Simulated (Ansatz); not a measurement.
Runs of Ansatz 0.2.0 on Ru. It takes space group P6_3/mmc (No. 194, hexagonal). The conventional cell has a = 2.706 Å, b = 2.706 Å, c = 4.282 Å, α = 90.00°, β = 90.00°, γ = 120.00°. Ru (site symmetry -6m2) is surrounded by 12 Ru at 2.65 to 2.71 Å. 

```tsv
task	level	potentials or basis	spin	U	cell	k mesh	cutoff (eV)	smearing	scf convergence dr2 threshold	start of the occupations	double counting	hubbard projectors	basis error allowed	other keys	mesh quality	gap on the mesh (eV)	pressure (GPa)	moment (μB)
single point	PBE	all-electron LAPW, scalar-relativistic	off	-	as given	7 × 7 × 4	261	fermi-dirac 0.03 eV	-	-	-	-	0.002 eV/atom	-	coarse	none	4.9	-
single point	r2SCAN+D3(BJ)+ATM	all-electron PAW datasets made for the crystal	collinear, antiferromagnetic start	-	as given	11 × 11 × 6	280	gaussian 0.15 eV	-	-	-	-	-	-	not flagged	none	-3.7	0.00
single point	PBE	all-electron LAPW, scalar-relativistic	off	-	as given	4 × 4 × 2	261	fermi-dirac 0.04 eV	-	-	-	-	0.002 eV/atom	-	coarse	none	0.8	-
phonons	PBEsol+D4	all-electron PAW datasets made for the crystal	collinear, random start	-	as given	14 × 14 × 8	280	fermi-dirac 0.05 eV	1e-11	-	-	-	-	kpoints.mp_grid.grid = 14 × 14 × 8; …	not flagged	none	-	0.00
density of states	RPBE-LYP	all-electron LAPW, scalar-relativistic	collinear, ferromagnetic start	-	volume scaled by 1.04	-	273	tetrahedron	-	-	-	-	0.001 eV/atom	-	not flagged	none	(a)	0.00
single point	PBE	all-electron LAPW, scalar-relativistic	off	-	as given	6 × 6 × 3	250	fermi-dirac 0.03 eV	-	-	-	-	0.003 eV/atom	-	coarse	none	(b)	-
elastic constants	RPBE-LYP	all-electron PAW datasets made for the crystal	off	-	as given	-	340	fermi-dirac 0.15 eV	-	-	-	-	-	-	not flagged	none	23.9	-
relaxation of the atoms	LDA+U	all-electron LAPW, scalar-relativistic	off	Ru d U = 5.3 eV	atoms relaxed from: atoms moved at random, drawn with an rms of 0.15 Å	8 × 8 × 4	-	fermi-dirac 0.1 eV	-	auto	fll	ortho-atomic	0.002 eV/atom	-	coarse	none	-15.8	-
```

Task: Fill in the values left out.

Result: (a) 10.3; (b) 5.2.

Caveats: some runs use coarse meshes; pairwise dispersion overbinds metals, which lowers pressure and volume (some runs); the starting moments weren't kept (some runs); a metal's response needs a denser mesh (some runs); the program listed the state as in doubt (some runs); the program warned that the printed levels may be off, so bands, gaps and densities of states are rough (some runs); with tetrahedron occupations forces and stress needn't match the slope of the energy (some runs); the cell is more than 3 GPa from zero pressure, which shifts response properties (some runs).

A k mesh can miss the band edges, and the runs leave out spin-orbit coupling on Ru.

A gap of «none» marks a metal or a gap under the smearing width.

The runs don't all hold the same shells in valence.
